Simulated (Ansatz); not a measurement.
## C₃₂N: course of a relaxation

Level of theory: DFT PBE+D3(BJ), scalar-relativistic, plane waves, PAW in Ansatz. Settings: 420 eV cutoff, 2×2×2 k-mesh, shifted by half a step, Gaussian smearing of 0.02 eV, collinear spin.

What was changed: N interstitial, charge +0, atoms relaxed.

In a supercell of 33 atoms the defect feels its periodic images.

Command:

```bash
ansatz run input.yaml --threads 4 --pin off --max-ram 10240MiB --backend cpu --events-out ev --progress --plain --runs-dir out
```

Input:

```yaml
crystal:
  lattice:
    - [5.6709571555, 0.0, -3.4026574436]
    - [-2.867743478, -4.9298468454, -3.3594911955]
    - [-2.867743478, 4.9298468454, -3.3594911955]
  atoms:
    - { symbol: C, position: [0.4166287368, 0.0416286019, 0.5416286019] }
    - { symbol: C, position: [0.6666287368, 0.7916286019, 0.5416286019] }
    - { symbol: C, position: [0.9166287368, 0.5416286019, 0.5416286019] }
    - { symbol: C, position: [0.4166287368, 0.2916286019, 0.2916286019] }
    - { symbol: C, position: [0.1666287368, 0.2916286019, 0.5416286019] }
    - { symbol: C, position: [0.6666287368, 0.0416286019, 0.2916286019] }
    - { symbol: C, position: [0.9166287368, 0.7916286019, 0.2916286019] }
    - { symbol: C, position: [0.4166287368, 0.5416286019, 0.0416286019] }
    - { symbol: C, position: [0.1666287368, 0.5416286019, 0.2916286019] }
    - { symbol: C, position: [0.6666287368, 0.2916286019, 0.0416286019] }
    - { symbol: C, position: [0.9166287368, 0.0416286019, 0.0416286019] }
    - { symbol: C, position: [0.4166287368, 0.7916286019, 0.7916286019] }
    - { symbol: C, position: [0.1666287368, 0.7916286019, 0.0416286019] }
    - { symbol: C, position: [0.6666287368, 0.5416286019, 0.7916286019] }
    - { symbol: C, position: [0.9166287368, 0.2916286019, 0.7916286019] }
    - { symbol: C, position: [0.1666287368, 0.0416286019, 0.7916286019] }
    - { symbol: C, position: [0.5833712632, 0.9583713981, 0.4583713981] }
    - { symbol: C, position: [0.8333712632, 0.7083713981, 0.4583713981] }
    - { symbol: C, position: [0.0833712632, 0.4583713981, 0.4583713981] }
    - { symbol: C, position: [0.5833712632, 0.2083713981, 0.2083713981] }
    - { symbol: C, position: [0.3333712632, 0.2083713981, 0.4583713981] }
    - { symbol: C, position: [0.8333712632, 0.9583713981, 0.2083713981] }
    - { symbol: C, position: [0.0833712632, 0.7083713981, 0.2083713981] }
    - { symbol: C, position: [0.5833712632, 0.4583713981, 0.9583713981] }
    - { symbol: C, position: [0.3333712632, 0.4583713981, 0.2083713981] }
    - { symbol: C, position: [0.8333712632, 0.2083713981, 0.9583713981] }
    - { symbol: C, position: [0.0833712632, 0.9583713981, 0.9583713981] }
    - { symbol: C, position: [0.5833712632, 0.7083713981, 0.7083713981] }
    - { symbol: C, position: [0.3333712632, 0.7083713981, 0.9583713981] }
    - { symbol: C, position: [0.8333712632, 0.4583713981, 0.7083713981] }
    - { symbol: C, position: [0.0833712632, 0.2083713981, 0.7083713981] }
    - { symbol: C, position: [0.3333712632, 0.9583713981, 0.7083713981] }
    - { symbol: "N", position: [0.9320279357, 0.7410777261, 0.7856038395], spin: 1.0 }
basis:
  ecutwfc: 420
  xc_grid: 2
kpoints:
  mp_grid: { grid: [2, 2, 2], shift: [0.5, 0.5, 0.5] }
hamiltonian:
  xc: pbe
  dispersion: d3bj
scf:
  occupations: { method: gaussian, width: 0.02 }
output:
  forces: true
  stress: false
  eigenvalues: true
  populations: true
  write_density: true
  write_potential: true
  elf: true
  volumetric_format: npy
magnetization:
  spin_polarized: true
relax:
  adjacent_minimum: "off"
  f_tol: 0.02
  max_steps: 60
```

F is the free energy.

Steps:

| step | F − F(1) (eV) | largest force component (eV/Å) |
| --- | --- | --- |
| 1 | 0.0000 | 3.495 |
| 2 | -0.7730 | 1.976 |
| 3 | -1.0336 | 1.681 |
| 4 | -1.4561 | 2.450 |
| 5 | -2.0407 | 2.066 |
| 6 | -2.3382 | 3.825 |
| 7 | -2.6572 | 0.394 |
| 8 | -2.6763 | 0.202 |
| 9 | -2.6773 | 0.105 |
| 10 | -2.6782 | 0.170 |
| 11 | -2.6807 | 0.022 |
| 12 | -2.6807 | 0.008 |

Relaxed structure:

```
CELL_PARAMETERS angstrom
5.67096 0.00000 -3.40266
-2.86774 -4.92985 -3.35949
-2.86774 4.92985 -3.35949
ATOMIC_POSITIONS crystal
C 0.41834 0.04460 0.54189
C 0.65673 0.78234 0.53100
C 0.89798 0.52264 0.52191
C 0.41651 0.29399 0.29115
C 0.16622 0.29271 0.53943
C 0.66745 0.04504 0.29320
C 0.91668 0.79152 0.29194
C 0.42151 0.54535 0.04341
C 0.16791 0.54424 0.29445
C 0.66577 0.29358 0.04159
C 0.92357 0.06061 0.05715
C 0.41904 0.79224 0.79200
C 0.15952 0.77855 0.03285
C 0.64846 0.52350 0.77322
C 0.90880 0.28594 0.78321
C 0.18158 0.05952 0.79769
C 0.58095 0.95702 0.45555
C 0.82159 0.69707 0.44623
C 0.07616 0.45271 0.45171
C 0.58474 0.21169 0.20965
C 0.33459 0.21115 0.45876
C 0.83831 0.96713 0.21370
C 0.08533 0.71083 0.21711
C 0.57847 0.45365 0.95151
C 0.33604 0.46180 0.21051
C 0.83579 0.21564 0.96270
C 0.07639 0.96374 0.95176
C 0.57267 0.69755 0.69639
C 0.34508 0.71207 0.96112
C 0.81002 0.43335 0.68432
C 0.08728 0.21467 0.70942
C 0.33889 0.96648 0.71273
N 0.99365 0.75820 0.86632
```

The run converged. The run took 2.8 min on 4 threads of Intel(R) Xeon(R) Platinum 8259CL CPU @ 2.50GHz (Skylake/Cascade Lake), with other jobs on the host, peak memory 0.94 GiB.